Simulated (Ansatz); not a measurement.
## BAs (zincblende): G0W0 against its settings

Zincblende BAs, relaxed with r2SCAN; one-shot G0W0 in Ansatz without spin-orbit coupling. (Simulation; spin polarisation is off.)

```
B As
1.0
     0.00000    2.39187    2.39187
     2.39187    0.00000    2.39187
     2.39187    2.39187    0.00000
B As
1 1
Cartesian
  0.0000 0.0000 0.0000
  1.1959 1.1959 1.1959
```

Gaps are read over the mesh points alone. G0W0 values are finite-basis, finite-mesh values.

| start | potentials | frequency model | mesh | empty bands | screening cutoff (eV) | Kohn-Sham gap (eV) | G0W0 gap (eV) |
| --- | --- | --- | --- | --- | --- | --- | --- |
| PBE | PAW | contour deformation | 6×6×6 | 62 | 100 | 1.28 | 1.84 |
| PBE | PAW | contour deformation | 6×6×6 | 150 | 180 | 1.28 | 1.94 |
| PBE | PAW | contour deformation | 6×6×6 | 291 | 260 | 1.28 | 1.97 |
| HSE06 | PAW | contour deformation | 6×6×6 | 150 | 180 | 1.94 | 2.21 |
| r2SCAN | PAW | contour deformation | 6×6×6 | 150 | 180 | 1.47 | 2.06 |
| PBE0 | PAW | contour deformation | 6×6×6 | 150 | 180 | 2.61 | 2.34 |
| PBE | PAW | Godby-Needs pole | 6×6×6 | 150 | 180 | 1.28 | 1.91 |
| PBE | PAW | contour deformation | 8×8×8 | 44 | 80 | 1.20 | 1.68 |
| PBE | norm-conserving | contour deformation | 6×6×6 | 150 | 180 | 1.29 | 1.94 |

G0W0 moves the gap on the mesh from 1.28 eV (PBE) to 1.97 eV (Γ to Γ–X (0.67 of the way from Γ)). Renormalisation factors Z lie between 0.76 and 0.81.

Raising bands and cutoff together moves the gap by +0.10 eV (100 to 180 eV), then +0.03 eV (180 to 260 eV); the last step is small, which bounds nothing strictly. Starting from HSE06 (1.94 eV against PBE's 1.28 eV) gives 2.21 eV, +0.27 eV from G0W0@PBE at the same screening cutoff. Starting from r2SCAN (1.47 eV against PBE's 1.28 eV) gives 2.06 eV, +0.12 eV from G0W0@PBE at the same screening cutoff. Starting from PBE0 (2.61 eV against PBE's 1.28 eV) gives 2.34 eV, +0.40 eV from G0W0@PBE at the same screening cutoff. The Godby-Needs plasmon pole differs from contour deformation by -0.03 eV. Norm-conserving potentials (wave cutoff 1143 eV against 420 eV) shift the quasiparticle gap by 0.00 eV and the PBE gap by +0.01 eV. r2SCAN runs take a wave cutoff of 500 eV.
